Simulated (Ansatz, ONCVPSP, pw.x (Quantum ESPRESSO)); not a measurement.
## Be (Z = 4) (bcc): variants of one ONCV potential in the solid

ONCVPSP 4.0.1 input, shortened (lines: element, Z, core and valence counts, functional; n l f; lmax; l rc ep ncon nbas qcut; lloc lpopt rc5 dvloc0; l nproj debl; icmod fcfact rcfact), PBE, scalar-relativistic:

```
  Be 4.00    1    1        4      upf
    1    0    2.00
    2    0    2.00
    2
    0    2.20    0.00    4    8    3.30
    1    2.10    0.47    3    7    3.60
    2    2.15    0.37    3    6    4.20
    4    5    1.70    0.00
    0    2    1.20
    1    2    3.40
    2    2    3.50
    1    0.30    0.00
```

In the p channel the program set the typed energies aside and used 0.050, 3.450 Ha.

Crystal test: bcc Be in pw.x 7.5, no spin, 18³ k-points, Fermi–Dirac smearing 0.01 Ry, cutoffs set for each file from its atomic test. The reference is all-electron LAPW (Ansatz 0.2.0) with the same functional, mesh and smearing; V0 and B0 come from Birch–Murnaghan fits to the pressures at five volumes. Errors are pseudo minus all-electron; Δ is the rms difference of the E(V) curves that follow from these fits, minima aligned, over ±6 % about the mean V0. Mesh and smearing are coarse, so the numbers serve the comparison and aren't converged zero-temperature values; the lattice is a test structure that the element need not adopt.

All-electron: a0 = 2.501 Å (V0 = 7.82 Å³/atom), B0 = 122.0 GPa.

Base: The largest radius (2.20 bohr) exceeds half the bond length (2.05 bohr), so the spheres overlap, which is one possible source of error among others. This is a poor potential for the solid.

1 further variants are left out: they gave no file fit for a test, a broken result, the same result as the base, or pressures whose basis-set error rivals the error shown.

A dash in a converged row means that the minimum lies outside the volumes sampled.

| change | cutoffs (Ry) | pw.x | a0 (Å) | a0 error (%) | B0 error (%) | Δ (meV/atom) | mean pressure error (GPa) |
| --- | --- | --- | --- | --- | --- | --- | --- |
| base | 50/200 | converged; energies reset by the program | – | – | – | – | -7.04 |
| core correction polynomial model core, fcfact 1.08 | 50/200 | converged; energies reset by the program | – | – | – | – | -5.97 |
| p: qcut 5.3 | 50/200 | converged; energies reset by the program | 2.468 | -1.34 | +0.6 | 8.3 | -4.69 |
| s: debl 0.2 | 50/200 | converged; energies reset by the program | – | – | – | – | -7.03 |

Give the row for: d: rc 1.88.

pw.x: converged; energies reset by the program; mean pressure error (GPa): -7.03.
